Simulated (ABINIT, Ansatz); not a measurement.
# LiCl (Fm-3m): G0W0 on several meshes in ABINIT, part 2 of 2

Aim: the GW shift of LiCl (Fm-3m) against the k mesh.

ABINIT 10.8.3; PBE and many-body steps on it, plane waves. Known limits of the many-body steps: not at the basis limit; coarse k mesh.

So far. Step 4 (6×6×6): The gap on the mesh goes from 6.28 eV to 9.03 eV, a correction of +2.75 eV. Step 5 (Empty states on the mesh, 4×4×4 mesh, 264 bands): On this mesh the gap is 6.285 eV.

**7. 4×4×4**

This step: G0W0 on PBE, plane waves, norm-conserving pseudopotentials.

File run.abi:

```
acell 3*1.0 Angstrom
rprim 
  0.000000000000 2.571500000000 2.571500000000
  2.571500000000 0.000000000000 2.571500000000
  2.571500000000 2.571500000000 -0.000000000000
ntypat 2
znucl 3 17
natom 2
typat 1 2
xred 
  0.000000000000 0.000000000000 0.000000000000
  0.500000000000 0.500000000000 0.500000000000
pp_dirpath "pseudos"
pseudos "Li.upf, Cl.upf"
ecut 33
ngkpt 4 4 4
nshiftk 1
shiftk 0 0 0
kptopt 1
chksymbreak 0
istwfk *1
occopt 1
irdwfk 1
optdriver 4
nband 256
gwcalctyp 0
ecutsigx 33
symsigma 1
nkptgw 1
kptgw 
  0.0000000000 0.0000000000 0.0000000000
bdgw 
  3 9
ecuteps 10.4
irdscr 1
ppmodel 1
indata_prefix "in"
outdata_prefix "out"
tmpdata_prefix "tmp"
```

On the command line:

```console
OMP_NUM_THREADS=1 mpirun -n 4 abinit run.abi > log
```

The log of the run:

```text
.Version 10.8.3 of ABINIT. v10.8.2 released Aug 2026.

 Symmetries : space group Fm -3 m (#225); Bravais cF (face-center cubic)
[... echo of the input left out ...]
== DATASET  1 ==================================================================
-   mpi_nproc: 4, omp_nthreads: 1 (-1 if OMP is not activated)

--- !DatasetInfo
iteration_state: {dtset: 1, }
dimensions: {natom: 2, nkpt: 8, mband: 256, nsppol: 1, nspinor: 1, nspden: 1, mpw: 2120, }
cutoff_energies: {ecut:  33.0, pawecutdg:  -1.0, }
electrons: {nelect:   1.00000000E+01, charge:   0.00000000E+00, occopt:   1.00000000E+00, tsmear:   1.00000000E-02, }

 SIGMA: Calculation of the GW corrections

 Based on a program developped by R.W. Godby, V. Olevano, G. Onida, and L. Reining.
 Incorporated in ABINIT by V. Olevano, G.-M. Rignanese, and M. Torrent.
.Using double precision arithmetic ; gwpc =  8

[... cell and pseudopotentials left out ...]
--------------------------------------------------------------------------------

 ==== K-mesh for the wavefunctions ====
 Number of points in the irreducible wedge :     8
[... list of points left out ...]
 Together with 48 symmetry operations and time-reversal symmetry
 yields    64 points in the full Brillouin Zone.

 ==== Q-mesh for screening function ====
 Number of points in the irreducible wedge :     8
[... list of points left out ...]
 Together with 48 symmetry operations and time-reversal symmetry
 yields    64 points in the full Brillouin Zone.

 vcoul_init : cutoff-mode = AUXILIARY_FUNCTION
 q-points for optical limit:   1
     1)      0.000010    0.000020    0.000030
 setmesh: FFT mesh size selected  =    36x   36x   36
          total number of points  =        46656

 Number of electrons calculated from density =   10.0000; Expected =   10.0000
[...]
number of q-points in BZ                           64
 number of frequencies for dSigma/dE                 9
 frequency step for dSigma/dE [eV]                0.25
 number of omega for Sigma on real axis              0
 max omega for Sigma on real axis  [eV]           0.00
 zcut for avoiding poles [eV]                     0.10

 EPSILON^-1 parameters (SCR file):
 dimension of the eps^-1 matrix on file            339
 dimension of the eps^-1 matrix used               339
 number of plane-waves for wavefunctions          2085
 number of bands                                   256
 number of q-points in IBZ                           8
 number of frequencies                               2
 number of real frequencies                          1
 number of imag frequencies                          1

 matrix elements of self-energy operator (all in [eV])

 Perturbative Calculation

--- !SelfEnergy_ee
iteration_state: {dtset: 1, }
kpoint     : [   0.000,    0.000,    0.000, ]
spin       : 1
KS_gap     :    6.285
QP_gap     :    9.016
Delta_QP_KS:    2.731
data: !SigmaeeData |
     Band     E0 <VxcDFT>   SigX SigC(E0)      Z dSigC/dE  Sig(E)    E-E0       E
        3   0.193 -14.695 -18.988   1.773   0.802  -0.247 -16.715  -2.020  -1.828
        4   0.193 -14.695 -18.988   1.773   0.802  -0.247 -16.715  -2.020  -1.828
        5   0.193 -14.695 -18.988   1.773   0.802  -0.247 -16.715  -2.020  -1.828
        6   6.477  -9.166  -4.665  -3.660   0.846  -0.182  -8.455   0.711   7.188
        7  11.985  -9.604  -4.344  -3.844   0.841  -0.190  -8.414   1.191  13.176
        8  11.985  -9.604  -4.344  -3.844   0.841  -0.190  -8.414   1.191  13.176
        9  11.985  -9.604  -4.344  -3.844   0.841  -0.190  -8.414   1.191  13.176

== END DATASET(S) ==============================================================
================================================================================

 -outvars: echo values of variables after computation  --------
           etotal      0.0000000000E+00
            nband         256
             nkpt           8
          spgroup         225
 [... the other variables as echoed above ...]

 Calculation completed.
```

It took 18 s on 4 MPI ranks of Intel Xeon Platinum 8375C at 2.90GHz (Ice Lake), shared host; peak memory 1.2 GiB.

This step gave:

```
G0W0 gap on the points computed              : 9.016 eV
starting gap on the mesh                     : 6.285 eV
k of the valence top                         : 0, 0, 0
k of the conduction bottom                   : 0, 0, 0
Z at the valence top                         : 0.802
Z at the conduction bottom                   : 0.846
least direct G0W0 gap on the computed points : 9.016 eV
```

Against G0W0 in ABINIT (6×6×6 mesh, 256 bands, screening to 283 eV, Godby-Needs plasmon pole), the gap moves by −0.014 eV.

**8. Empty states on the mesh, 8×8×8 mesh, 264 bands**

This step: DFT, PBE, plane waves, norm-conserving pseudopotentials.

run.abi, as its differences from that of step 7:

```diff
@@ -15,3 +15,3 @@
 ecut 33
-ngkpt 4 4 4
+ngkpt 8 8 8
 nshiftk 1
@@ -20,18 +20,10 @@
 chksymbreak 0
+irdden 1
 istwfk *1
+nband 264
+prtvol 0
+optdriver 6
+gwr_task "HDIAGO"
+paral_kgb 0
 occopt 1
-irdwfk 1
-optdriver 4
-nband 256
-gwcalctyp 0
-ecutsigx 33
-symsigma 1
-nkptgw 1
-kptgw 
-  0.0000000000 0.0000000000 0.0000000000
-bdgw 
-  3 9
-ecuteps 10.4
-irdscr 1
-ppmodel 1
 indata_prefix "in"
```

The log of the run:

```text
[banner, memory and clock lines left out]
.Version 10.8.3 of ABINIT. v10.8.2 released Aug 2026.

 Symmetries : space group Fm -3 m (#225); Bravais cF (face-center cubic)
[... echo of the input left out ...]
== DATASET  1 ==================================================================
-   mpi_nproc: 4, omp_nthreads: 1 (-1 if OMP is not activated)

--- !DatasetInfo
iteration_state: {dtset: 1, }
dimensions: {natom: 2, nkpt: 29, mband: 264, nsppol: 1, nspinor: 1, nspden: 1, mpw: 2120, }
cutoff_energies: {ecut:  33.0, pawecutdg:  -1.0, }
[...]
Integrated=    1.0000E+01

 === KS gaps after direct diagonalization ===
 Direct band gap semiconductor
 Fundamental gap:     6.285 (eV)
   VBM:     0.193 (eV) at k: [ 0.0000E+00,  0.0000E+00,  0.0000E+00]
   CBM:     6.477 (eV) at k: [ 0.0000E+00,  0.0000E+00,  0.0000E+00]
 Direct gap:         6.285 (eV) at k: [ 0.0000E+00,  0.0000E+00,  0.0000E+00]

== END DATASET(S) ==============================================================

 -outvars: echo values of variables after computation  --------
           etotal      0.0000000000E+00
            nband         264
             nkpt          29
          spgroup         225
 [... the other variables as echoed above ...]

 Calculation completed.
```

Run time: 41 s. Hardware: 4 MPI ranks; peak memory 1.2 GiB; 2.7 min of CPU time.

Numbers from this step:

| Property | Result |
| --- | --- |
| gap | 6.285 eV |
| k of the valence top | 0, 0, 0 |
| k of the conduction bottom | 0, 0, 0 |
| least direct gap | 6.285 eV |
| k points computed | 29 |
| lowest point of the top converged band, above the valence top | 200.1605 eV |

On this mesh the gap is 6.285 eV.

**9. Screening, 8×8×8 mesh, 256 bands, screening to 283 eV**

This step: RPA screening on PBE, plane waves, norm-conserving pseudopotentials.

run.abi, as its differences from that of step 8:

```diff
@@ -20,10 +20,11 @@
 chksymbreak 0
-irdden 1
 istwfk *1
-nband 264
-prtvol 0
-optdriver 6
-gwr_task "HDIAGO"
-paral_kgb 0
 occopt 1
+irdwfk 1
+optdriver 3
+nband 256
+ecuteps 10.4
+inclvkb 2
+awtr 1
+symchi 1
 indata_prefix "in"
```

The log of the run:

```text
.Version 10.8.3 of ABINIT. v10.8.2 released Aug 2026.

 Symmetries : space group Fm -3 m (#225); Bravais cF (face-center cubic)
[... echo of the input left out ...]
== DATASET  1 ==================================================================
-   mpi_nproc: 4, omp_nthreads: 1 (-1 if OMP is not activated)

--- !DatasetInfo
iteration_state: {dtset: 1, }
dimensions: {natom: 2, nkpt: 29, mband: 256, nsppol: 1, nspinor: 1, nspden: 1, mpw: 2120, }
cutoff_energies: {ecut:  33.0, pawecutdg:  -1.0, }
[...]
--------------------------------------------------------------------------------
[... chi0 elements left out ...]
 For q-point:  0.000010 0.000020 0.000030
  dielectric constant =   2.7474
  dielectric constant without local fields =   3.2452

  Average fulfillment of the sum rule on Im[epsilon] for q-point    1 :     91.74  [%]
[... wings left out ...]
  q-point number  2        q = ( 0.125000, 0.000000, 0.000000) [r.l.u.]
--------------------------------------------------------------------------------
[... chi0 elements left out ...]
  Average fulfillment of the sum rule on Im[epsilon] for q-point    2 :     94.00  [%]

 [... 27 further q-points ...]
```

It took 14 min on 4 MPI ranks; peak memory 3.6 GiB; 57 min of CPU time.

Numbers from this step:

* ε∞ with local fields, on this mesh, along the program's q direction: 2.747
* the same without local fields: 3.245
* plasma frequency: 20.14 eV
* plane waves in the screening matrix: 339

**10. 8×8×8**

This step: G0W0 on PBE, plane waves, norm-conserving pseudopotentials.

run.abi, as its differences from that of step 9:

```diff
@@ -23,8 +23,15 @@
 irdwfk 1
-optdriver 3
+optdriver 4
 nband 256
+gwcalctyp 0
+ecutsigx 33
+symsigma 1
+nkptgw 1
+kptgw 
+  0.0000000000 0.0000000000 0.0000000000
+bdgw 
+  3 9
 ecuteps 10.4
-inclvkb 2
-awtr 1
-symchi 1
+irdscr 1
+ppmodel 1
 indata_prefix "in"
```

The log of the run:

```text
.Version 10.8.3 of ABINIT. v10.8.2 released Aug 2026.

 Symmetries : space group Fm -3 m (#225); Bravais cF (face-center cubic)
[... echo of the input left out ...]
== DATASET  1 ==================================================================
-   mpi_nproc: 4, omp_nthreads: 1 (-1 if OMP is not activated)

--- !DatasetInfo
iteration_state: {dtset: 1, }
dimensions: {natom: 2, nkpt: 29, mband: 256, nsppol: 1, nspinor: 1, nspden: 1, mpw: 2120, }
cutoff_energies: {ecut:  33.0, pawecutdg:  -1.0, }
[...]
7  11.985  -9.607  -4.370  -3.848   0.841  -0.189  -8.439   1.168  13.153
        8  11.985  -9.607  -4.370  -3.848   0.841  -0.189  -8.439   1.168  13.153
        9  11.985  -9.607  -4.370  -3.848   0.841  -0.189  -8.439   1.168  13.153

== END DATASET(S) ==============================================================
================================================================================

 -outvars: echo values of variables after computation  --------
           etotal      0.0000000000E+00
            nband         256
             nkpt          29
          spgroup         225
 [... the other variables as echoed above ...]

 Calculation completed.
```

It took 59 s on 4 MPI ranks; peak memory 3.7 GiB.

This step gave:

| Item | Value |
| --- | --- |
| G0W0 gap on the points computed | 9.031 eV |
| starting gap on the mesh | 6.285 eV |
| k of the valence top | 0, 0, 0 |
| k of the conduction bottom | 0, 0, 0 |
| least direct G0W0 gap on the computed points | 9.031 eV |

Against G0W0 in ABINIT (6×6×6 mesh, 256 bands, screening to 283 eV, Godby-Needs plasmon pole), the gap moves by +0.001 eV.

**11. Side by side**

Times are wall times on 4 MPI ranks of Intel Xeon Platinum 8375C at 2.90GHz (Ice Lake), shared host, good to a factor of about two. A run's time includes the screening step that it read.

| run | mesh | bands | screening cutoff (eV) | DFT gap (eV) | gap on the mesh (eV) | direct (eV) | ε∞ used | time |
| --- | --- | --- | --- | --- | --- | --- | --- | --- |
| 6×6×6 | 6×6×6 | 256 | 283 | 6.285 | 9.030 | 9.030 | 2.75 | 3.6 min |
| 4×4×4 | 4×4×4 | 256 | 283 | 6.285 | 9.016 | 9.016 | 2.84 | 44 s |
| 8×8×8 | 8×8×8 | 256 | 283 | 6.285 | 9.031 | 9.031 | 2.75 | 15 min |

**12. Summary of results**

- 6×6×6: 9.030 eV
- 4×4×4: 9.016 eV
- 8×8×8: 9.031 eV
- known limits: not at the basis limit; coarse k mesh

**Reading.** 4×4×4: −0.014 eV against 6×6×6. 8×8×8: +0.001 eV against 6×6×6. Bands and cutoff are finite, so the gap is not at the basis limit. The miss can reach some tenths of an eV and take either sign; the mesh is an error of its own. In the G0W0 runs levels were corrected at 1 k point alone, so a gap called «on the mesh» is the least over those, and an edge elsewhere would be missed.

[Paths, hosts, dates, memory and timing lines, banners, echoed tables and standing remarks are left out of the program output.]

[Logs are printed without paths, hosts, clocks, repeated set-up lines and the standing remarks that a program may print on its own settings, such as how far it seeks lower states.]

[Runs of the session that timed out or met a known fault of the program may be left out.]

[Hosts, paths, dates, database ids (printed as entryN), source tags and the programs' standing remarks are cut or masked in the printed files.]

[G0W0 gaps are taken among the corrected bands and points alone; a level outside them can change the order at an edge.]

[Where Ansatz stands beside ABINIT at settings called matched, ABINIT's density can come from a denser mesh and the files from another edition; pairs whose starting gaps differed by over 0.03 eV were left out, so agreement reads better than it is.]
